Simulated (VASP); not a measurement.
# Settings for AlN: band structure

AlN, Fm-3m (no. 225), 2 atoms in the cell. TB-mBJ; PAW potentials Al, N (PBE set). VASP 6.6.1.

Wanted: band energies at the path's corners within 0.1 eV; smallest gap over path and mesh within 0.05 eV.

What the run is for: bands; Accuracy asked: screening; Route: KPOINTS_OPT.

Band energies at the path's corners: counted from the valence top.

POSCAR:
```
AlN
1.0
    0.0000000000      2.0345180000      2.0345180000
    2.0345180000      0.0000000000      2.0345180000
    2.0345180000      2.0345180000      0.0000000000
Al N
1 1
Direct
    0.5000000000      0.5000000000      0.5000000000
    0.0000000000      0.0000000000      0.0000000000
```

The series start from Plane-wave cutoff (eV): 460; k-point mesh: 8 × 8 × 8; k points a path segment: 12; Electronic threshold (eV): 1e-6; Precision mode (PREC): Accurate; Bands in all (NBANDS): 16; Aspherical gradient terms in the spheres (LASPH): yes. Each series keeps the choices made before it, and each single choice may use up half of a tolerance. Times cover all steps of a run.

## Plane-wave cutoff (eV)

| Plane-wave cutoff (eV) | Band energies at the path's corners, largest deviation (eV) | Smallest gap over path and mesh (eV) | Time (s) |
|---|---|---|---|
| 320 | 0.07 | 5.522 | 22 |
| 400 | 0.02 | 5.553 | 25 |
| 460 | 0.01 | 5.549 | 26 |
| 520 | 0.00 | 5.559 | 38 |
| 640 (reference) | 0.00 | 5.561 | 41 |

Chosen: 400, the loosest value from which every tighter one stays within half of the tolerance.

## k-point mesh

| k-point mesh | Band energies at the path's corners, largest deviation (eV) | Smallest gap over path and mesh (eV) | Time (s) |
|---|---|---|---|
| 3 × 3 × 3 | 0.07 | 5.486 | 14 |
| 4 × 4 × 4 | 0.02 | 5.534 | 16 |
| 5 × 5 × 5 | 0.01 | 5.548 | 17 |
| 6 × 6 × 6 | 0.00 | 5.551 | 20 |
| 8 × 8 × 8 | 0.00 | 5.553 | 25 |
| 9 × 9 × 9 | 0.00 | 5.553 | 28 |
| 12 × 12 × 12 (reference) | 0.00 | 5.553 | 41 |

Chosen: 4 × 4 × 4.

## Electronic threshold (eV)

| Electronic threshold (eV) | Band energies at the path's corners, largest deviation (eV) | Smallest gap over path and mesh (eV) | Time (s) |
|---|---|---|---|
| 0.0001 | 0.00 | 5.534 | 10 |
| 1e-5 | 0.00 | 5.534 | 11 |
| 1e-6 | 0.00 | 5.534 | 12 |
| 1e-7 (reference) | 0.00 | 5.534 | 14 |

Chosen: 0.0001.

## Precision mode (PREC)

| Precision mode (PREC) | Band energies at the path's corners, largest deviation (eV) | Smallest gap over path and mesh (eV) | Time (s) |
|---|---|---|---|
| SingleN | 0.04 | 5.563 | 6.3 |
| Normal | 0.00 | 5.535 | 7.6 |
| Accurate (reference) | 0.00 | 5.534 | 10 |

Chosen: Normal.

## Bands in all (NBANDS)

| Bands in all (NBANDS) | Band energies at the path's corners, largest deviation (eV) | Smallest gap over path and mesh (eV) | Time (s) |
|---|---|---|---|
| 6 | 0.00 | 5.535 | 5.2 |
| 7 | 0.00 | 5.535 | 4.9 |
| 8 | 0.00 | 5.535 | 6.4 |
| 10 | 0.00 | 5.535 | 6.7 |
| 16 | 0.00 | 5.535 | 7.6 |
| 26 (reference) | 0.00 | 5.535 | 7.7 |

Chosen: 6.

## Aspherical gradient terms in the spheres (LASPH)

| Aspherical gradient terms in the spheres (LASPH) | Band energies at the path's corners, largest deviation (eV) | Smallest gap over path and mesh (eV) | Time (s) |
|---|---|---|---|
| yes | 0.00 | 5.535 | 5.2 |
| no | 0.00 | 5.535 | 2.5 |

Chosen: yes; no would be accurate enough too and is faster here.

Also changed on the way, by series that aren't shown: k points a path segment: 5.

## All choices together

| Input | Band energies at the path's corners, largest deviation (eV) | Smallest gap over path and mesh (eV) | Time (s) |
|---|---|---|---|
| the program's defaults (naive) | 0.02 | 5.552 | 7.9 |
| chosen settings | 0.03 | 5.535 | 5.2 |
| reference settings throughout | 0.00 | 5.561 | 145 |

The tolerance is met.

## The input

INCAR.step1:
```
ISMEAR = 0
SIGMA = 0.03
LWAVE = True
LCHARG = False
NBANDS = 6
PREC = Normal
LASPH = True
LREAL = False
ALGO = Normal
EDIFF = 1E-4
NELM = 120
GGA_COMPAT = False
ENCUT = 400
EFERMI = MIDGAP
GGA = PE
```

INCAR.step2, as INCAR.step1 but for:
```
- LWAVE = True
- GGA = PE
+ METAGGA = MBJ
+ LWAVE = False
+ LMIXTAU = True
+ ISTART = 1
```

KPOINTS:
```
Automatic mesh
0
Gamma
  4 4 4
  0 0 0
```

KPOINTS_OPT:
```
path GXWKGLUWLK,UX
5
line-mode
reciprocal
 0.0000000000  0.0000000000  0.0000000000  G
 0.5000000000  0.0000000000  0.5000000000  X

 0.5000000000  0.0000000000  0.5000000000  X
 0.5000000000  0.2500000000  0.7500000000  W

 0.5000000000  0.2500000000  0.7500000000  W
 0.3750000000  0.3750000000  0.7500000000  K

 0.3750000000  0.3750000000  0.7500000000  K
 0.0000000000  0.0000000000  0.0000000000  G

 0.0000000000  0.0000000000  0.0000000000  G
 0.5000000000  0.5000000000  0.5000000000  L

 0.5000000000  0.5000000000  0.5000000000  L
 0.6250000000  0.2500000000  0.6250000000  U

 0.6250000000  0.2500000000  0.6250000000  U
 0.5000000000  0.2500000000  0.7500000000  W

 0.5000000000  0.2500000000  0.7500000000  W
 0.5000000000  0.5000000000  0.5000000000  L

 0.5000000000  0.5000000000  0.5000000000  L
 0.3750000000  0.3750000000  0.7500000000  K

 0.6250000000  0.2500000000  0.6250000000  U
 0.5000000000  0.0000000000  0.5000000000  X
```

Commands (each step's output is kept before the next begins):
```
cat potpaw_PBE.64/Al/POTCAR potpaw_PBE.64/N/POTCAR > POTCAR
cp INCAR.step1 INCAR
mpirun -np 1 vasp_std > vasp.out
cp INCAR.step2 INCAR
mpirun -np 1 vasp_std > vasp.out
```

The naive input happens to agree within the tolerance here, in 7.9 s.

The chosen input took VASP 6.6.1 5.2 s on 1 core (AMD EPYC 9R45 (Zen 5)), a shared host.

## An input that fails: too few bands

VASP's message: The number of bands is not sufficient to hold all electrons. I am sorry, but this calculation does not make sense. If you want to calculate only selected states, you need to set either EFERMI or EREF. EREF specifies around which energy states are supposed to be calculated. I found NBANDS = 3, NELECT = ….

Changes against the starting input:
```
- NBANDS = 16
- NELM = 120
+ NBANDS = 3
+ NELM = 93
```
